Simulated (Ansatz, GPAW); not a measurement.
This is a calculation of CaO for GPAW 26.7.0 (ASE script). The cell is a database's computed one, not the measured one.

The input run.py:

```python
from ase.dft.bandgap import bandgap
from ase.io import read, write
from ase.units import Bohr, GPa
from gpaw import GPAW, PW
from gpaw.elf import elf_from_dft_calculation

atoms = read('POSCAR')

calc = GPAW(mode=PW(800),
            xc='PBE',
            kpts={'size': (10, 10, 10), 'gamma': True},
            occupations={'name': 'methfessel-paxton', 'order': 0, 'width': 0.012},
            nbands=16,
            convergence={'density': 1e-05, 'energy': 1e-05},
            maxiter=150,
            txt='gpaw.txt')
atoms.calc = calc
energy = atoms.get_potential_energy()
forces = atoms.get_forces()
stress = atoms.get_stress()
calc.write('gs.gpw')
write('result.traj', atoms)
print(f'Energy: {energy:.6f} eV')
print('Forces (eV/A):')
print(forces.round(4))
print('Stress (GPa):', (stress / GPa).round(3))
print('Fermi level:', round(calc.get_fermi_level(), 4), 'eV')
print(f'Gap: {bandgap(calc)[0]:.4f} eV, direct: {bandgap(calc, direct=True)[0]:.4f} eV')

# fields on the real-space grid
write('density.cube', atoms, data=calc.get_pseudo_density() * Bohr**3)
write('potential.cube', atoms, data=calc.get_electrostatic_potential())
write('elf.cube', atoms, data=elf_from_dft_calculation(calc).data)
```

Contents of POSCAR:

```
CaO
1.0
    0.0000000000      2.4035556960      2.4035556960
    2.4035556960      0.0000000000      2.4035556960
    2.4035556960      2.4035556960      0.0000000000
Ca O
1 1
Direct
    0.0000000000      0.0000000000      0.0000000000
    0.5000000000      0.5000000000      0.5000000000
```

Potentials or basis: GPAW PAW data sets (gpaw-data 1.2.1), pw.

Command:

```sh
$ OMP_NUM_THREADS=1 python run.py
```

Question: Set up the same calculation for Ansatz 0.2.0. Potentials or basis there: all-electron LAPW, scalar-relativistic.

Answer: As run (cutoffs and basis follow the program's own potentials, and thresholds, step limits or extra output files can differ):

File input.yaml:

```yaml
crystal:
  lattice:
    - [0.0, 2.403555696, 2.403555696]
    - [2.403555696, 0.0, 2.403555696]
    - [2.403555696, 2.403555696, 0.0]
  atoms:
    - { symbol: Ca, position: [0.0, 0.0, 0.0] }
    - { symbol: O, position: [0.5, 0.5, 0.5] }
kpoints:
  mp_grid: { grid: [10, 10, 10] }
scf:
  occupations: { method: gaussian, width: 0.012 }
hamiltonian:
  xc: pbe
  pseudopotentials: { kind: all_electron, lapw: { basis_error: 0.001 } }
output:
  forces: true
  stress: true
  eigenvalues: true
```

Potentials or basis: all-electron LAPW, scalar-relativistic.

The run is started by

```bash
$ ansatz run input.yaml --threads 1 --pin off --max-ram 3072MiB --backend cpu --events-out ev --progress --plain --runs-dir out
```

Both were run:

|  | GPAW | Ansatz |
| --- | --- | --- |
| Pressure | 2.2 GPa | 1.6 GPa |

Where Ansatz's input types no cutoff or centring, it takes its own default and a Γ-centred mesh.

Pressure is positive in compression.
